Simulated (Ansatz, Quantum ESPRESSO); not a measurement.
# BeS (F-43m): phonons by linear response, part 3 of 4

Wanted: phonon bands, density of states and zone-centre response of BeS (F-43m).

Quantum ESPRESSO 7.5; DFT PBE, scalar-relativistic, plane waves, GBRV ultrasoft pseudopotentials.

So far, highest frequency (cm⁻¹): step 7 (interpolated phonon bands) 658. The relaxed cell has a = 4.877 Å (conventional setting).

The database entry behind the starting cell differs from later determinations by our own check (0.1 to 0.3 % short, probably kX units), so it need not match the best structure at ambient conditions.

### 10. Sum rules set otherwise: a sum rule for molecules or wires on a crystal

This rule also removes rotations, which suits wires and not a crystal; it is tried to see the harm.

The input, dynmat.in:

```
&input
   fildyn = 'x.dyn1'
   asr = 'one-dim'
   fileig = 'dynmat.eig'
   lperm = .true.
/
```

On the command line:

```sh
> dynmat.x -in dynmat.in > dynmat.out
```

Numbers of over 12 decimals in the logs are rounded to 6 here.

The program printed:

```text
[banner, memory and clock lines left out]
Program DYNMAT v.7.5

     Reading Dynamical Matrix from file x.dyn1
     ...Force constants read
     ...epsilon and Z* read
asr rotation axis in 1D system=    3
     Acoustic Sum Rule: || Z*(ASR) - Z*(orig)|| =    2.300223E+00
     Acoustic Sum Rule: ||dyn(ASR) - dyn(orig)||=    3.319847E-01
     A direction for q was not specified:TO-LO splitting will be absent

     Polarizability (A^3 units)
     multiply by 0.412677 for Clausius-Mossotti correction
         9.853730   -0.000000   -0.000000
        -0.000000    9.853730   -0.000000
        -0.000000    0.000000    9.853730

     IR activities are in (D/A)^2/amu units

# mode   [cm-1]    [THz]      IR
    1     -0.00   -0.0000    0.0000
    2      0.00    0.0000    0.0000
    3      0.00    0.0000    0.0000
    4      0.00    0.0000    0.0000
    5    558.35   16.7390    8.6762
    6    558.35   16.7390    8.6762

Electronic dielectric permittivity tensor (relative, adimensional)
         5.269600   -0.000000   -0.000000
        -0.000000    5.269600   -0.000000
        -0.000000    0.000000    5.269600

 ... with zone-center polar mode contributions
         6.292930   -1.023330    0.000000
        -1.023330    6.292930    0.000000
         0.000000    0.000000    7.316259
```

It took 0.47 s on 1 thread of Arm Neoverse V2, shared host.

The program raised no error, yet the settings are not those of a careful run.

The fault: a sum rule for molecules or wires on a crystal; 1 optical mode is projected out to zero frequency, as if it were a rotation, and the static dielectric tensor is spoilt.

For a crystal the rule has to be 'simple' or 'crystal'.

Zone-centre frequencies as printed; negative means imaginary. Modes:

```csv
mode,frequency (cm⁻¹)
1,0
2,0
3,0
4,0
5,558.4
6,558.4
```

### 11. Sum rules set otherwise (asr no)

Without the rule the raw error of the acoustic modes shows.

The input, dynmat.in:

```
&input
   fildyn = 'x.dyn1'
   asr = 'no'
   fileig = 'dynmat.eig'
   lperm = .true.
/
```

On the command line:

```sh
> dynmat.x -in dynmat.in > dynmat.out
```

The program printed:

```text
[banner, memory and clock lines left out]
Program DYNMAT v.7.5

     Reading Dynamical Matrix from file x.dyn1
     ...Force constants read
     ...epsilon and Z* read
     A direction for q was not specified:TO-LO splitting will be absent

     Polarizability (A^3 units)
     multiply by 0.412677 for Clausius-Mossotti correction
         9.853730   -0.000000   -0.000000
        -0.000000    9.853730   -0.000000
        -0.000000    0.000000    9.853730

     IR activities are in (D/A)^2/amu units

# mode   [cm-1]    [THz]      IR
    1    -18.62   -0.5582    0.0001
    2    -18.62   -0.5582    0.0001
    3    -18.62   -0.5582    0.0001
    4    557.74   16.7208    8.6836
    5    557.74   16.7208    8.6836
    6    557.74   16.7208    8.6836

Electronic dielectric permittivity tensor (relative, adimensional)
         5.269600   -0.000000   -0.000000
        -0.000000    5.269600   -0.000000
        -0.000000    0.000000    5.269600

 ... with zone-center polar mode contributions
         7.322451    0.000000    0.000000
         0.000000    7.322451    0.000000
         0.000000    0.000000    7.322451
```

Wall time 0.46 s (1 thread).

Numbers from this step:

| Item | Value |
| --- | --- |
| highest optical zone-centre mode (no LO-TO term) | 557.7 cm⁻¹ |
| lowest optical zone-centre mode | 557.7 cm⁻¹ |
| mean static dielectric constant | 7.322 |

Zone-centre frequencies as printed; negative means imaginary. Modes:

```csv
mode,frequency (cm⁻¹)
1,-18.62
2,-18.62
3,-18.62
4,557.7
5,557.7
6,557.7
```

Against the first rule no mode moves by more than 18.7 cm⁻¹.

### 12. The LO-TO splitting (1 0 0)

A longitudinal polar mode sets up a macroscopic field that stiffens it; the term hangs on the direction from which q goes to zero.

The input, dynmat.in:

```
&input
   fildyn = 'x.dyn1'
   asr = 'simple'
   fileig = 'dynmat.eig'
   q(1) = 1.0
   q(2) = 0.0
   q(3) = 0.0
/
```

On the command line:

```sh
> dynmat.x -in dynmat.in > dynmat.out
```

The program printed:

```text
[banner, memory and clock lines left out]
Program DYNMAT v.7.5

     Reading Dynamical Matrix from file x.dyn1
     ...Force constants read
     ...epsilon and Z* read

     Polarizability (A^3 units)
     multiply by 0.412677 for Clausius-Mossotti correction
         9.853730   -0.000000   -0.000000
        -0.000000    9.853730   -0.000000
        -0.000000    0.000000    9.853730

     IR activities are in (D/A)^2/amu units

# mode   [cm-1]    [THz]      IR
    1     -0.00   -0.0000    0.0000
    2     -0.00   -0.0000    0.0000
    3     -0.00   -0.0000    0.0000
    4    558.80   16.7525    8.6762
    5    558.80   16.7525    8.6762
    6    658.29   19.7350    8.6762
```

It took 0.46 s on 1 thread.

This step gave:

```yaml
highest_mode_moved_by_the_lo_to_term: 658.3 cm⁻¹
```

Zone-centre frequencies as printed; negative means imaginary. Modes:

```csv
mode,frequency (cm⁻¹)
1,0
2,0
3,0
4,558.8
5,558.8
6,658.3
```

The field moves one mode, from 559 to 658 cm⁻¹; the others stay.

### 13. The dispersion under another sum rule (asr all)

The sum rule corrects the force constants themselves, so it can shift branches at any wavevector, low ones most.

The input, matdyn.in:

```
&input
   asr = 'all'
   flfrc = 'x.fc'
   flfrq = 'x.freq'
   flvec = 'x.modes'
   q_in_band_form = .true.
   q_in_cryst_coord = .true.
/
8
  0.0000000   0.0000000   0.0000000   8  ! GAMMA
  0.0000000   0.5000000   0.5000000   8  ! X
  0.0000000   0.6250000   0.3750000   1  ! U
 -0.3750000   0.3750000  -0.0000000   8  ! K
  0.0000000   0.0000000   0.0000000   8  ! GAMMA
  0.0000000   0.5000000  -0.0000000   8  ! L
 -0.2500000   0.5000000   0.2500000   8  ! W
  0.0000000   0.5000000   0.5000000   1  ! X
```

On the command line:

```sh
> matdyn.x -in matdyn.in > matdyn.out
```

The program printed:

```text
[banner, memory and clock lines left out]
Program MATDYN v.7.5

 mass for atomic type   1 not given; uses mass from file x.fc
 mass for atomic type   2 not given; uses mass from file x.fc

     WARNING: To use asr = 'all' for infrared-active solids, i.e., solids with nonzero
     Born effective charge, one must set read_lr = .true. in the matdyn.x input. Also,
     the flfrc file must have been constructed with write_lr = .true. in the q2r.x input.
     If the system is infrared inactive and you have nonzero Born effective charge due to
     numerical noise, you can ignore this warning.

 Norm of the difference between old and new effective charges:    6.027e-17

 Huang before:    1   1   1   2,   residual stress:   0.000000
 Huang before:    1   1   1   3,   residual stress:   0.000000
 Huang before:    1   1   2   2,   residual stress:   2e-16
 Huang before:    1   1   2   3,   residual stress:   0.000000
 Huang before:    1   1   3   3,   residual stress:  -0.000000
 Huang before:    1   2   1   3,   residual stress:  -0.000000
 Huang before:    1   2   2   2,   residual stress:  -0.000000
 Huang before:    1   2   2   3,   residual stress:  -0.000000
 Huang before:    1   2   3   3,   residual stress:   0.000000
 Huang before:    1   3   2   2,   residual stress:  -0.000000
 Huang before:    1   3   2   3,   residual stress:  -0.000000
 Huang before:    1   3   3   3,   residual stress:   0.000000
 Huang before:    2   2   2   3,   residual stress:  -1e-16
 Huang before:    2   2   3   3,   residual stress:  -3e-16
 Huang before:    2   3   3   3,   residual stress:   0.000000

 Norm of the difference between old and new force-constants:   0.000190666

   You are using asr="all", please consider citing C. Lin, S. Ponc\'e and N. Marzari, npj Comput Mater 8, 236 (2022).
```

It took 0.49 s on 1 thread.

At the labelled points the branches move by no more than 1.4 cm⁻¹. The log warns that this rule wants the long-range part of the force constants stored apart (write_lr, read_lr) in a polar crystal, which was not done.

### 14. A changed mass

Force constants don't depend on the masses, so an isotope effect costs no new response.

The input, matdyn.in:

```
&input
   asr = 'simple'
   flfrc = 'x.fc'
   flfrq = 'x.freq'
   flvec = 'x.modes'
   q_in_band_form = .true.
   q_in_cryst_coord = .true.
   amass(1) = 18.024
   amass(2) = 32.06
/
8
  0.0000000   0.0000000   0.0000000   8  ! GAMMA
  0.0000000   0.5000000   0.5000000   8  ! X
  0.0000000   0.6250000   0.3750000   1  ! U
 -0.3750000   0.3750000  -0.0000000   8  ! K
  0.0000000   0.0000000   0.0000000   8  ! GAMMA
  0.0000000   0.5000000  -0.0000000   8  ! L
 -0.2500000   0.5000000   0.2500000   8  ! W
  0.0000000   0.5000000   0.5000000   1  ! X
```

On the command line:

```sh
> matdyn.x -in matdyn.in > matdyn.out
```

The program printed:

```text
[banner, memory and clock lines left out]
Program MATDYN v.7.5
```

Wall time 0.48 s (1 thread).

Matdyn.x, sum rule simple. Phonon branches along the path, in cm⁻¹:

```csv
point,branch 1,branch 2,branch 3,branch 4,branch 5,branch 6
Γ,0,0,0,436,436,514
halfway,156,156,237,412,412,498
X,210,210,368,394,394,460
halfway,208,229,355,395,401,450
U,202,262,335,398,399,436
jump to K,202,262,335,398,399,436
halfway,133,183,245,420,423,472
Γ,0,0,0,436,436,514
halfway,113,113,233,425,425,487
L,150,150,367,419,419,428
halfway,188,226,341,401,412,431
W,244,253,328,402,404,416
halfway,225,230,347,394,408,438
X,210,210,368,394,394,460
```

The phonon branches as a text plot (rows in cm⁻¹):

```
    503 |*******                   *********
    482 |       ***             ***         ***
    460 |          ****       **               *               **
    439 |****          *******     *********    **  ****     **
    418 |    ***              *****         ******************
    396 |       **************                       ************
    375 |            *                           ***            *
    353 |          ** ***                       *   **       ***
    332 |         *      ***                          *******
    311 |                   **                 *
    289 |       **            **             **
    268 |                 **
    246 |     **        **  **  *                      ******
    225 |             **      **            *         * *    ***
    203 |         *********      **                  * *        *
    182 |    *  **         ***  *          *        ***
    161 |     **              **                 ****
    139 |                       *****        ****
    118 |  ***                           ** *
     96 |                        ****      *
     75 | ***                      ***
     54 |                            *  ***
     32 | *                          *  *
     11 |*                            **
         Γ           X  U|K            Γ         L        W     X
```

The top of the path falls from 658 to 514 cm⁻¹, a ratio of 0.78; a mode of that atom alone would give 0.71.

(Part 3 of 4 ends here.)

[Host names and launcher messages were left out of these logs when they were recorded.]

[Logs are printed without paths, hosts, clocks, repeated set-up lines and the standing remarks that a program may print on its own settings, such as how far it seeks lower states.]

[Hosts, paths, dates, database ids (printed as entryN), source tags and the programs' standing remarks are cut or masked in the printed files.]
